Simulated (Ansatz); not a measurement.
**Al3GaAs4: the band gap up the ladder of functionals**

The task here is to estimate one member of a computed series from the others.

Code: Ansatz 0.2.0. PAW datasets, plane waves. The calculation is spin-unpolarised, and the structure need not be a phase that has been made.

**The system as given**

The cell was relaxed beforehand with r2SCAN.

The symmetry is Amm2 (No. 38, orthorhombic); a = 4.016 Å, b = 8.028 Å, c = 11.342 Å in the conventional setting, 22.86 Å³ an atom. Around Al lie 4 As at 2.46 Å; around Al lie 4 As at 2.45–2.46 Å; around Ga lie 4 As at 2.46 Å; around As lie 4 Al at 2.45–2.46 Å; around As lie 3 Al at 2.46 Å and 1 Ga at 2.46 Å.

As a file:

```cif
data_structure
_symmetry_space_group_name_H-M 'Amm2'
_symmetry_Int_Tables_number 38
_cell_length_a 4.0162
_cell_length_b 8.0281
_cell_length_c 11.3424
_cell_angle_alpha 90.000
_cell_angle_beta 90.000
_cell_angle_gamma 90.000
_cell_volume 365.71
loop_
_atom_site_label
_atom_site_type_symbol
_atom_site_symmetry_multiplicity
_atom_site_Wyckoff_symbol
_atom_site_fract_x
_atom_site_fract_y
_atom_site_fract_z
_atom_site_occupancy
Al1 Al 2 a 0.00000 0.50000 0.50021 1
Al2 Al 4 e 0.50000 0.25067 0.75002 1
Ga1 Ga 2 a 0.00000 0.50000 0.99990 1
As1 As 2 b 0.50000 0.50000 0.62486 1
As2 As 4 d 0.00000 0.24960 0.87476 1
As3 As 2 b 0.50000 0.50000 0.12546 1
```

The first run:

Contents of input.yaml:

```yaml
crystal:
  lattice:
    - [4.016218412, 0.0, 0.0]
    - [0.0, 4.0140646671, 5.6712097466]
    - [0.0, -4.0140646671, 5.6712097466]
  atoms:
    - { symbol: Al, position: [0.0, 0.0002139898, 0.0002139898] }
    - { symbol: Al, position: [0.5, 0.000686153, 0.4993492797] }
    - { symbol: Al, position: [0.5, 0.4993492797, 0.000686153] }
    - { symbol: Ga, position: [0.0, 0.4999047583, 0.4999047583] }
    - { symbol: As, position: [0.5, 0.1248600883, 0.1248600883] }
    - { symbol: As, position: [0.0, 0.1243613167, 0.6251682731] }
    - { symbol: As, position: [0.0, 0.6251682731, 0.1243613167] }
    - { symbol: As, position: [0.5, 0.6254561411, 0.6254561411] }
kpoints:
  mp_grid: { grid: [6, 4, 4] }
  band_path:
    path:
      - [[0.0, 0.0, 0.0], [0.0, 0.5, 0.5], [0.0, 0.6247558877576, 0.3752441122424]]
      - [[0.0, 0.3752441122424, -0.3752441122424], [0.0, 0.0, 0.0], [0.5, 0.0, 0.0], [0.5, 0.3752441122424, -0.3752441122424]]
      - [[0.5, 0.6247558877576, 0.3752441122424], [0.5, 0.5, 0.5], [0.0, 0.5, 0.5]]
      - [[0.0, 0.0, 0.0], [0.0, 0.5, -4.492098563712e-18], [0.5, 0.5, -4.492098563712e-18], [0.5, 0.0, 0.0], [0.5, 0.5, 0.5]]
    npoints: 10
hamiltonian:
  xc: pbe
scf:
  occupations: { method: fermi_dirac, width: 0.02 }
  n_extra_bands: 6
output:
  forces: true
  stress: true
  eigenvalues: true
```

Started as:

```sh
ansatz run input.yaml --threads 4 --pin off --max-ram 6451MiB --backend cpu --events-out ev --progress --plain --runs-dir out
```

Steps of the session up to this table: Band structure with PBE; Single point with r2SCAN; HSE06 at the same geometry; Single point with PBE+SOC; Single point with PBE0.

One table of the session follows, with a row left open; its other results are not shown here.

```
  level  gap (eV)
    PBE      1.14
 r2SCAN      1.57
  HSE06      1.96
PBE+SOC      1.05
   PBE0         ?
```

Q: Estimate the row for PBE0 from the others.

The run gave: gap (eV): 2.62. In the column «gap (eV)» it is the highest.

Meshes: PBE 6×4×4, r2SCAN 6×4×4, HSE06 4×2×2, PBE+SOC 6×4×4, PBE0 4×2×2

In words: PBE+SOC gives the least gap, 1.05 eV, and PBE0 the largest, 2.62 eV. PBE reaches 58 % of the HSE06 value, and r2SCAN 80 %. PBE0 lies 0.66 eV above HSE06, which differs from it by screening the long-range exchange.

Limits of these values: Warnings in the runs' records: stress scf threshold loose, stress exchange threshold loose.
